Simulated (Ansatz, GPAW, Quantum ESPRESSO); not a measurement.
# The valence band of ZrO2 as photoemission sees it, part 3 of 3

Wanted: projected DOS of ZrO2, weighted into photoemission and X-ray emission spectra, at several levels of theory.

From the literature, measured:
- Band energy, valence band maximum below the Fermi level, linear extrapolation of XPS valence band edge: 1.53 eV (XPS valence band; pure t-ZrO2 powder with surface defects; linear extrapolation of XPS edge; defective, non-stoichiometric surface; Fermi level position depends on defects and charge compensation). “Insights Into the Sunlight-Driven Water Oxidation by Ce and Er-Doped ZrO2”, 2018, pmc:6113700.

Ansatz 0.2.0, Quantum ESPRESSO 7.5 and GPAW 26.7.0; DFT, PBE, plane-wave PAW, default files, scalar-relativistic (the session's first sound run).

So far, gap on the path (eV): step 2 (self-consistent run, DOS and bands, PBE) 4.01; step 3 (with spin–orbit coupling, PBE spin-orbit) 4.01; step 4 (with PBEsol) 3.95; step 9 (Quantum ESPRESSO: bands) 4.02; step 10 (GPAW, plane waves, PBE, GPAW) 4.01.

## (11) GPAW with atomic orbitals

This step: DFT, PBE, PAW datasets of GPAW, numerical atomic orbitals (LCAO), scalar-relativistic (GPAW 26.7.0).

An atomic-orbital basis pays off in large cells; this run shows what it costs in accuracy.

The input, run.py:

```python
import json
import numpy as np
from ase import Atoms
from ase.parallel import paropen
from gpaw import GPAW, PW, FermiDirac, Mixer, MixerDif, setup_paths

atoms = Atoms(['Zr', 'Zr', 'O', 'O', 'O', 'O'],
              cell=[[3.5961, 0.0, 0.0], [0.0, 3.5961, 0.0], [0.0, 0.0, 5.177]],
              scaled_positions=[[0.5, 0.5, 0.5], [0.0, 0.0, 0.0], [0.5, 0.0, 0.797], [0.5, 0.0, 0.297], [0.0, 0.5, 0.703], [0.0, 0.5, 0.203]],
              pbc=(True, True, True))
params = dict(mode='lcao',
              xc='PBE',
              kpts={'size': (8, 8, 6), 'gamma': True},
              occupations=FermiDirac(0.02),
              nbands=-16,
              maxiter=200,
              txt='gs.txt',
              basis='dzp',
              h=0.2)
atoms.calc = calc = GPAW(**params)
atoms.get_potential_energy()
ef = calc.get_fermi_level()
nk, ns = len(calc.get_ibz_k_points()), calc.get_number_of_spins()
out = dict(free=atoms.get_potential_energy(force_consistent=True), ef=ef, nel=calc.get_number_of_electrons(), cell=atoms.cell[:], frac=atoms.get_scaled_positions(wrap=False),
           eig=[[calc.get_eigenvalues(k, s) for k in range(nk)] for s in range(ns)], forces=atoms.get_forces(apply_constraint=False))
dense = calc.fixed_density(kpts={'size': (10, 10, 8), 'gamma': True}, txt='dos.txt')
out['eig_dense'] = [[dense.get_eigenvalues(k, s) for k in range(len(dense.get_ibz_k_points()))] for s in range(ns)]
dos = dense.dos(shift_fermi_level=False)
e = ef + np.arange(-36, 12, 0.05)
out['e'], out['dos'] = e - ef, dos.raw_dos(e, width=0.1)
kpts = [[0.0, 0.0, 0.0], [0.0, 0.05, 0.0], [0.0, 0.1, 0.0], [0.0, 0.15, 0.0], ..., [0.5, 0.5, 0.5]]  # list cut here
bands = calc.fixed_density(kpts=kpts, symmetry='off', txt='bands.txt')
out['band_e'] = [[bands.get_eigenvalues(k, s) for k in range(len(kpts))] for s in range(ns)]
with paropen('out.json', 'w') as f:
    json.dump(out, f, default=lambda a: a.tolist())
```

Started as:

```bash
OMP_NUM_THREADS=1 mpirun -n 4 gpaw python run.py > run.log
```

It took 2.6 min on 4 MPI ranks of Intel Xeon Platinum 8488C (Sapphire Rapids), shared host; 10 min of CPU time.

This step gave:

- free energy: -52.1173 eV
- Fermi energy: 8.669 eV
- gap on the path: 3.851 eV
- least direct gap on the path: 3.939 eV
- gap from the DOS mesh: 3.851 eV

Electronic bands along the path, in eV, zero at the valence-band maximum; v1 is the highest filled band, c1 the lowest empty one:

```csv
point,v4,v3,v2,v1,c1,c2,c3,c4
Γ,-0.55,-0.12,-0.09,-0.09,3.85,4.42,5.01,5.11
halfway,-1.06,-0.73,-0.21,-0.03,4.61,4.68,4.69,5.19
X,-1.47,-1.47,-0.14,-0.14,4.31,4.31,5.26,5.26
halfway,-0.70,-0.70,-0.34,-0.34,4.76,4.76,5.06,5.06
M,-0.88,-0.88,-0.28,-0.28,4.99,4.99,5.21,5.21
halfway,-1.02,-0.21,-0.18,-0.02,4.66,4.98,5.03,5.05
Γ,-0.55,-0.12,-0.09,-0.09,3.85,4.42,5.01,5.11
halfway,-0.85,-0.85,-0.04,-0.04,4.01,4.65,4.90,5.08
Z,-0.51,-0.51,0.00,0.00,4.42,4.42,5.04,5.04
halfway,-1.28,-0.86,-0.74,-0.43,4.39,4.69,4.87,5.07
R,-1.29,-1.29,-0.91,-0.91,4.41,4.41,4.67,4.67
halfway,-1.01,-1.01,-0.76,-0.76,4.77,4.77,5.06,5.06
A,-1.43,-1.43,0.00,0.00,5.02,5.02,5.50,5.50
halfway,-1.35,-1.35,-0.46,-0.46,4.60,4.60,5.22,5.22
Z,-0.51,-0.51,0.00,0.00,4.42,4.42,5.04,5.04
jump to X,-1.47,-1.47,-0.14,-0.14,4.31,4.31,5.26,5.26
halfway,-1.66,-1.66,-0.49,-0.49,4.37,4.37,4.97,4.97
R,-1.29,-1.29,-0.91,-0.91,4.41,4.41,4.67,4.67
jump to M,-0.88,-0.88,-0.28,-0.28,4.99,4.99,5.21,5.21
halfway,-1.19,-1.19,-0.10,-0.10,5.00,5.00,5.35,5.35
A,-1.43,-1.43,0.00,0.00,5.02,5.02,5.50,5.50
```

The DOS has structure finer than the step of the table below, so its rows give means over 1 eV, whole bins alone (the curve runs from -18.9 to 7.94 eV). Peaks (eV: height): -15.9: 12.0, -4.2: 7.88, -3.5: 6.60, -1.0: 7.85, -0.3: 6.55, 5.0: 10.9, 6.4: 5.26.

The DOS by E, zero at the valence-band maximum; means over each step:

E (eV), DOS (states/eV/cell) and a bar:
```
      -18        0.0 
      -17        1.6 #######
      -16        6.3 ###########################
      -15        0.0 
      -14        0.0 
      -13        0.0 
      -12        0.0 
      -11        0.0 
      -10        0.0 
       -9        0.0 
       -8        0.0 
       -7        0.0 
       -6        0.0 
       -5        1.0 ####
       -4        5.6 ########################
       -3        4.6 ###################
       -2        3.9 #################
       -1        6.0 ##########################
        0        2.9 ############
        1        0.0 
        2        0.0 
        3        0.0 
        4        0.9 ####
        5        7.0 ##############################
        6        1.2 #####
        7        3.6 ################
```

## (12) One cell, several programs

Same cell, functional and SCF mesh; potentials, basis and cutoffs are each program's own. Levels count from each run's own zero. The LCAO run uses a double-zeta polarised basis, which isn't converged: its levels can miss those of plane waves by tenths of an eV or more, filled ones included.

```csv
quantity,Ansatz,QE,GPAW,GPAW LCAO
gap on the path (eV),4.01,4.02,4.01,3.85
```

## (13) What came out

```
least gap on the mesh and the path                           : 4.01 eV
strongest listed peak within 13 eV of the zero, at 1486.7 eV : 4.1 eV binding, mostly Zr 4d
strongest listed peak within 13 eV of the zero, at 21.2 eV   : 0.9 eV binding, mostly O 2p
Zr 4d centre of the filled part                              : -5.58 eV (2.2 states an atom)
PBE (12 s on 4 threads)                                      : gap 4.01 eV, highest Al Kα peak within 13 eV at 4.1 eV (Zr 4d)
spin–orbit (64 s on 4 threads)                               : gap 4.01 eV, highest Al Kα peak within 13 eV at 4.1 eV (Zr 4d)
PBEsol (5.4 s on 4 threads)                                  : gap 3.95 eV, highest Al Kα peak within 13 eV at 4.1 eV (Zr 4d)
coarse-dos (2.3 s on 4 threads)                              : gap 4.02 eV on a coarse mesh, an upper bound, highest Al Kα peak within 13 eV at 4.1 eV (Zr 4d)
qe                                                           : gap 4.02 eV, highest Al Kα peak within 13 eV at 4.0 eV (Zr 4d)
```

**Reading.** ZrO2 is an insulator or semiconductor at the base level (gap 4.01 eV), and its valence spectrum changes with photon energy as the shells' cross sections do. At 21.2 eV the valence spectrum has its highest listed peaks within 10.8 eV at 0.9 eV (O 2p) and 4.0 eV (O 2p). At 1486.7 eV the valence spectrum has its highest listed peaks within 13 eV at 1.0 eV (Zr 4d) and 4.1 eV (Zr 4d), and the deeper Zr 4p line at 25.6 eV is higher still (without the spin–orbit splitting that a measurement shows). The shell named is the one with most of the intensity, cross sections included, not always the one with most states there. With spin-orbit coupling on, the gap on the path stays within 0.02 eV. With PBEsol, the gap on the path moves from 4.01 to 3.95 eV. With coarser mesh for the DOS, the gap stays within 0.02 eV. The plane-wave programs agree on the gap on the path to 0.01 eV. No difference from the measured values is worked out, since they weren't matched one to one with these outputs. At 21.2 eV the area is led by O 2p (76 %), at 5414.7 eV by Zr 4p (82 %), a shell that the model's window at 21.2 eV leaves out. These are Kohn–Sham levels; self-energy shifts and satellites are missing. Each run has its own recipe for the spectra (widths, photon energies, in some runs the light), so peak heights and places can differ between runs for that reason too. Semilocal Kohn–Sham gaps are too small as a rule.

[Logs are printed without paths, hosts, clocks, repeated set-up lines and the standing remarks that a program may print on its own settings, such as how far it seeks lower states.]

[Hosts, paths, dates, database ids (printed as entryN), source tags and the programs' standing remarks are cut or masked in the printed files.]

[Maps of the electrostatic potential energy from Ansatz leave out the sawtooth potential of an applied field or a dipole correction, so their vacuum need not be flat; work functions include it.]

[Peak lists hold at most the 14 tallest peaks of each spectrum; further lines can be left out.]
